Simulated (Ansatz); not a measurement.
The system is InP.

```
In P
1.0
     0.00000    2.76883    2.76883
     2.76883    0.00000    2.76883
     2.76883    2.76883    0.00000
In P
1 1
Cartesian
  0.0000 0.0000 0.0000
  2.7688 2.7688 2.7688
```

Measurements of this composition are mostly on another form, of space group No. 216.

```yaml
Program: Ansatz 0.2.0
Task: relaxation of cell and atoms
Functional: RPBE
Potentials_or_basis: Ansatz PAW
Cutoff: "420 eV (not typed: the program's choice for these potentials)"
k_mesh: 8 × 8 × 8
Occupations: fermi-dirac, width 0.05 eV
Spin: no spin polarisation
```

At the start: volume 21.23 Å³/atom.

Task: Where does the relaxation end?

Result: It ends after 5 steps and the volume is 21.77 Å³/atom (+2.6 %); space group Fm-3m (No. 225, to 0.05 Å).

The path:
| step | energy change (eV) | largest force (eV/Å) | volume (Å³) |
| --- | --- | --- | --- |
| 1 | 0.0000 | 0.0000 | 42.45 |
| 2 | -0.0033 | 0.0000 | 44.23 |
| 3 | -0.0057 | 0.0000 | 43.58 |
| 4 | -0.0057 | 0.0000 | 43.54 |
| 5 | -0.0061 | 0.0000 | 43.54 |

Final structure:
```cif
data_structure
_symmetry_space_group_name_H-M 'P 1'
_symmetry_Int_Tables_number 1
_cell_length_a 3.9489
_cell_length_b 3.9489
_cell_length_c 3.9489
_cell_angle_alpha 60.000
_cell_angle_beta 60.000
_cell_angle_gamma 60.000
_cell_volume 43.54
loop_
_atom_site_label
_atom_site_type_symbol
_atom_site_fract_x
_atom_site_fract_y
_atom_site_fract_z
_atom_site_occupancy
In1 In 0.00000 0.00000 0.00000 1
P1 P 0.50000 0.50000 0.50000 1
```

Caveat: the plane-wave basis is chosen anew once the cell has moved, so the energies of steps on either side of that aren't comparable; the PAW data sets come from PBE, with cores solved anew for the run's functional, which leaves a small shift of forces and pressure.
